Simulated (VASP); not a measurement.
# ZnSe: convergence, optical spectrum of independent particles

ZnSe, F-43m (no. 216), 2 atoms in the cell. PBEsol, independent-particle dielectric function; PAW potentials Se, Zn (PBE set). VASP 6.6.1.

Wanted: ε at zero frequency, electronic within 1 %; spectrum (imaginary part of ε) within 10 %.

POSCAR:
```
ZnSe
1.0
    0.0000000000      2.8338000000      2.8338000000
    2.8338000000      0.0000000000      2.8338000000
    2.8338000000      2.8338000000      0.0000000000
Se Zn
1 1
Direct
    0.7500000000      0.7500000000      0.7500000000
    0.0000000000      0.0000000000      0.0000000000
```

The series start from Bands in all (NBANDS): 19; Plane-wave cutoff (eV): 310; Energy points: 2000; k mesh: 8 × 8 × 8; Precision mode: Accurate; Electronic algorithm: Normal. Each series keeps the choices made before it, and each single choice may use up half of a tolerance. Times cover all steps of a run.

## Bands in all (NBANDS)

| Bands in all (NBANDS) | ε at zero frequency, electronic | Spectrum (imaginary part of ε), largest deviation against the largest value | Time (s) |
|---|---|---|---|
| 12 | 8.102 | 6.9 % | 6.2 |
| 15 | 8.517 | 0.81 % | 6.2 |
| 19 | 8.595 | 0.53 % | 6.7 |
| 25 | 8.623 | 0.4 % | 6.8 |
| 33 | 8.638 | 0.35 % | 7.2 |
| 49 (reference) | 8.652 | 0 % | 8.2 |

Chosen: 25, the loosest value from which every tighter one stays within half of the tolerance.

## Plane-wave cutoff (eV)

| Plane-wave cutoff (eV) | ε at zero frequency, electronic | Spectrum (imaginary part of ε), largest deviation against the largest value | Time (s) |
|---|---|---|---|
| 170 | 8.435 | 11 % | 4.6 |
| 210 | 8.512 | 5.1 % | 5.0 |
| 250 | 8.603 | 1.8 % | 6.6 |
| 310 | 8.623 | 0.48 % | 6.8 |
| 380 (reference) | 8.611 | 0 % | 9.9 |

Chosen: 250.

## Energy points

| Energy points | ε at zero frequency, electronic | Spectrum (imaginary part of ε), largest deviation against the largest value | Time (s) |
|---|---|---|---|
| default | 8.603 | 0.84 % | 6.4 |
| 2000 | 8.603 | 0.11 % | 6.6 |
| 4000 (reference) | 8.603 | 0 % | 7.8 |

Chosen: default.

## k mesh

| k mesh | ε at zero frequency, electronic | Spectrum (imaginary part of ε), largest deviation against the largest value | Time (s) |
|---|---|---|---|
| 4 × 4 × 4 | 16.49 | 192 % | 5.4 |
| 5 × 5 × 5 | 12.06 | 120 % | 5.6 |
| 6 × 6 × 6 | 10.09 | 65 % | 5.8 |
| 8 × 8 × 8 | 8.603 | 32 % | 6.4 |
| 11 × 11 × 11 | 8.045 | 23 % | 7.9 |
| 13 × 13 × 13 | 7.941 | 19 % | 9.0 |
| 17 × 17 × 17 | 7.877 | 15 % | 13 |
| 20 × 20 × 20 | 7.864 | 8.6 % | 20 |
| 23 × 23 × 23 (reference) | 7.859 | 0 % | 25 |

Chosen: 23 × 23 × 23; the next looser run is off by more than half of the tolerance, so convergence isn't shown beyond this value.

## Precision mode

| Precision mode | ε at zero frequency, electronic | Spectrum (imaginary part of ε), largest deviation against the largest value | Time (s) |
|---|---|---|---|
| Accurate | 7.859 | 0 % | 25 |
| Normal | 7.859 | 0.022 % | 13 |
| Single | 7.857 | 0.19 % | 28 |

Chosen: Normal, the fastest of those that stay within half of the tolerance.

## Electronic algorithm

| Electronic algorithm | ε at zero frequency, electronic | Spectrum (imaginary part of ε), largest deviation against the largest value | Time (s) |
|---|---|---|---|
| Normal | 7.859 | 0 % | 13 |
| Fast | 7.859 | 0.15 % | 14 |
| Exact | 7.859 | 0.09 % | 167 |

Chosen: Normal; no other choice that stays within half of the tolerance saves 30 % of the time.

## All choices together

| Input | ε at zero frequency, electronic | Spectrum (imaginary part of ε), largest deviation against the largest value | Time (s) |
|---|---|---|---|
| all settings of the optics step left to the defaults, ground-state mesh (naive) | 8.396 | 22 % | 6.2 |
| chosen settings | 7.859 | 1.1 % | 13 |
| reference settings throughout | 7.894 | 0 % | 84 |

The chosen settings stay within the tolerance of the reference run, but the reference itself isn't shown to be converged in: k mesh.

## The input

INCAR.step1:
```
SYSTEM = ZnSe
PREC = Normal
ENCUT = 250
ISMEAR = 0
SIGMA = 0.02
EDIFF = 1E-7
LASPH = .TRUE.
KPAR = 4
LWAVE = .FALSE.
LCHARG = .TRUE.
GGA = PS
```

INCAR.step2:
```
SYSTEM = ZnSe
PREC = Normal
ENCUT = 250
ISMEAR = 0
SIGMA = 0.05
EDIFF = 1E-6
LASPH = .TRUE.
KPAR = 4
LWAVE = .FALSE.
LCHARG = .FALSE.
ICHARG = 11
LOPTICS = .TRUE.
NBANDS = 25
CSHIFT = 0.1
ALGO = Normal
GGA = PS
```

KPOINTS.step1:
```
k-points
0
Gamma
  8 8 8
```

KPOINTS.step2:
```
Automatic mesh
0
Gamma
  23 23 23
  0 0 0
```

Commands (each step's output is kept before the next begins):
```
cat potpaw_PBE.64/Se/POTCAR potpaw_PBE.64/Zn/POTCAR > POTCAR
cp INCAR.step1 INCAR
cp KPOINTS.step1 KPOINTS
mpirun -np 4 vasp_std > vasp.out
cp INCAR.step2 INCAR
cp KPOINTS.step2 KPOINTS
mpirun -np 4 vasp_std > vasp.out
```

Limits: The pull between electron and hole is left out; the onset follows the functional's gap, which semilocal functionals usually make too small.

The chosen input took VASP 6.6.1 13 s on 4 cores (AMD EPYC 7R43 (Zen 3)), a shared host.

## An input that fails: one empty band

It runs to its end, but against the unchanged starting input it is off by 25 % in the ε at zero frequency, electronic, 47 % in the spectrum (imaginary part of ε).

Changes against the starting input:
```
(step 2)
- NBANDS = 19
+ NBANDS = 10
```
